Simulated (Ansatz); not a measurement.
The system is Cs2AgBiBr6.

```xyz
10
Lattice="0.0000 5.6161 5.6161 5.6161 0.0000 5.6161 5.6161 5.6161 0.0000" Properties=species:S:1:pos:R:3 pbc="T T T"
Bi    0.0000    0.0000    0.0000
Cs    8.4242    8.4242    8.4242
Cs    2.8081    2.8081    2.8081
Ag    5.6161    5.6161    5.6161
Br    5.6161    5.6161    8.4180
Br    5.6161    5.6161    2.8142
Br    2.8142    5.6161    5.6161
Br    5.6161    8.4180    5.6161
Br    8.4180    5.6161    5.6161
Br    5.6161    2.8142    5.6161
```

- Program: Ansatz 0.2.0
- Task: relaxation of cell and atoms
- Functional: revPBE
- Potentials or basis: Ansatz PAW
- Cutoff: 420 eV (not typed: the program's choice for these potentials)
- k mesh: 3 × 3 × 3
- Occupations: fermi-dirac, width 0.05 eV
- Spin: no spin polarisation

At the start: volume 35.43 Å³/atom.

Q: Where does the relaxation end?

A: It ends after 5 steps and the volume is 40.27 Å³/atom (+13.7 %); space group Fm-3m (No. 225, to 0.05 Å).

Step by step:
| step | energy change (eV) | largest force (eV/Å) | volume (Å³) |
| --- | --- | --- | --- |
| 1 | 0.0000 | 0.2562 | 354.27 |
| 2 | -0.3228 | 0.2829 | 384.99 |
| 3 | -0.3984 | 0.0004 | 400.45 |
| 4 | -0.3991 | 0.0001 | 402.72 |
| 5 | -0.4017 | 0.0001 | 402.72 |

Final structure:
```cif
data_structure
_symmetry_space_group_name_H-M 'P 1'
_symmetry_Int_Tables_number 1
_cell_length_a 8.2891
_cell_length_b 8.2891
_cell_length_c 8.2891
_cell_angle_alpha 60.000
_cell_angle_beta 60.000
_cell_angle_gamma 60.000
_cell_volume 402.72
loop_
_atom_site_label
_atom_site_type_symbol
_atom_site_fract_x
_atom_site_fract_y
_atom_site_fract_z
_atom_site_occupancy
Bi1 Bi 0.00000 0.00000 0.00000 1
Cs1 Cs 0.75000 0.75000 0.75000 1
Cs2 Cs 0.25000 0.25000 0.25000 1
Ag1 Ag 0.50000 0.50000 0.50000 1
Br1 Br 0.75147 0.75147 0.24853 1
Br2 Br 0.24853 0.24853 0.75147 1
Br3 Br 0.75147 0.24853 0.24853 1
Br4 Br 0.75147 0.24853 0.75147 1
Br5 Br 0.24853 0.75147 0.75147 1
Br6 Br 0.24853 0.75147 0.24853 1
```

Caveat: the plane-wave basis is chosen anew once the cell has moved, so the energies of steps on either side of that aren't comparable; the PAW data sets come from PBE, with cores solved anew for the run's functional, which leaves a small shift of forces and pressure.
